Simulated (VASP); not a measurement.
Computed with vdW-DF-cx, VASP's PBE PAW potentials (set 64) (plane waves; VASP).

The input files of a VASP run:

INCAR:
```
SYSTEM=CsI
PREC=Accurate; ENCUT=520; LREAL=.False.
LASPH=.True.; ICHARG=11
EDIFF=1E-7; NELM=100; ALGO=Normal
LMAXMIX=4
ISMEAR=0; SIGMA=0.05
GGA=CX; LUSE_VDW=.True.; AGGAC=0.0
LWAVE=.False.; LCHARG=.False.; LORBIT=11
```

### KPOINTS
```
k-points along high-symmetry lines
15
Line-mode
Reciprocal
  0.000000   0.000000   0.000000 ! GAMMA
  0.000000   0.500000   0.000000 ! X

  0.000000   0.500000   0.000000 ! X
  0.500000   0.500000   0.000000 ! M

  0.500000   0.500000   0.000000 ! M
  0.000000   0.000000   0.000000 ! GAMMA

  0.000000   0.000000   0.000000 ! GAMMA
  0.500000   0.500000   0.500000 ! R

  0.500000   0.500000   0.500000 ! R
  0.000000   0.500000   0.000000 ! X

  0.500000   0.500000   0.500000 ! R
  0.500000   0.500000   0.000000 ! M
```

File POSCAR:
```
CsI
1
    4.5234049371     0.0000000000     0.0000000000
    0.0000000000     4.5234049371     0.0000000000
    0.0000000000     0.0000000000     4.5234049371
Cs I
1 1
Direct
  0.0000000000   0.0000000000   0.0000000000
  0.5000000000   0.5000000000   0.5000000000
```

POTCAR, in this order: Cs_sv I (PBE.64 set). Program: vasp_std. Read from the step before: CHGCAR.

What VASP printed:

**OSZICAR**
```
       N       E                     dE             d eps       ncg     rms          rms(c)
DAV:   1     0.957923075793E+02    0.95792E+02   -0.62861E+03  2160   0.110E+03
DAV:   2     0.647295377072E+01   -0.89319E+02   -0.84029E+02  3180   0.167E+02
DAV:   3    -0.698149983097E+00   -0.71711E+01   -0.71446E+01  2724   0.540E+01
DAV:   4    -0.798650710698E+00   -0.10050E+00   -0.10047E+00  2604   0.783E+00
DAV:   5    -0.799931122999E+00   -0.12804E-02   -0.12804E-02  2672   0.889E-01
DAV:   6    -0.799967787189E+00   -0.36664E-04   -0.36664E-04  2800   0.134E-01
DAV:   7    -0.799968738706E+00   -0.95152E-06   -0.95149E-06  2620   0.187E-02
DAV:   8    -0.799968776666E+00   -0.37961E-07   -0.37959E-07  2364   0.333E-03
   1 F= -.79996878E+00 E0= -.79996878E+00  d E =-.426829E-12
```

**OUTCAR**
```
 val. band max:        0.9173203457   @ k =   0.5000   0.5000   0.0000

 cond. band min:       4.8971454659   @ k =   0.0000   0.0000   0.0000



 k-point     1 :       0.0000    0.0000    0.0000
  band No.  band energies     occupation
      1     -19.4496      2.00000
      2      -9.8041      2.00000
      3      -6.1334      2.00000
      4      -6.1334      2.00000
      5      -6.1334      2.00000
      6       0.8340      2.00000
      7       0.8340      2.00000
      8       0.8340      2.00000
      9       4.8971      0.00000
     10       5.0695      0.00000
     11       5.0695      0.00000
     12       8.7285      0.00000

 k-point     2 :       0.0000    0.0357    0.0000
  band No.  band energies     occupation
      1     -19.4493      2.00000
      2      -9.8042      2.00000
      3      -6.1356      2.00000
      4      -6.1325      2.00000
      5      -6.1325      2.00000
      6       0.8055      2.00000
      7       0.8319      2.00000
      8       0.8319      2.00000
      9       4.9306      0.00000
     10       5.0775      0.00000
     11       5.0998      0.00000
     12       8.7308      0.00000

 k-point     3 :       0.0000    0.0714    0.0000
  band No.  band energies     occupation
      1     -19.4482      2.00000
      2      -9.8047      2.00000
      3      -6.1418      2.00000
      4      -6.1299      2.00000
      5      -6.1299      2.00000
      6       0.7241      2.00000
      7       0.8255      2.00000
      8       0.8255      2.00000
      9       5.0234      0.00000
     10       5.1015      0.00000
     11       5.1936      0.00000
     12       8.7096      0.00000

 k-point     4 :       0.0000    0.1071    0.0000
  band No.  band energies     occupation
      1     -19.4466      2.00000
      2      -9.8056      2.00000
      3      -6.1517      2.00000
      4      -6.1257      2.00000
      5      -6.1257      2.00000
      6       0.6003      2.00000
      7       0.8153      2.00000
...
```

The density is held fixed in this step, so its total energy and stress have no physical meaning. Unless said otherwise, spin-orbit coupling is left out, though it shifts the bands of the heavy elements here.

The compound is CsI in the CsCl type structure. It was relaxed first.
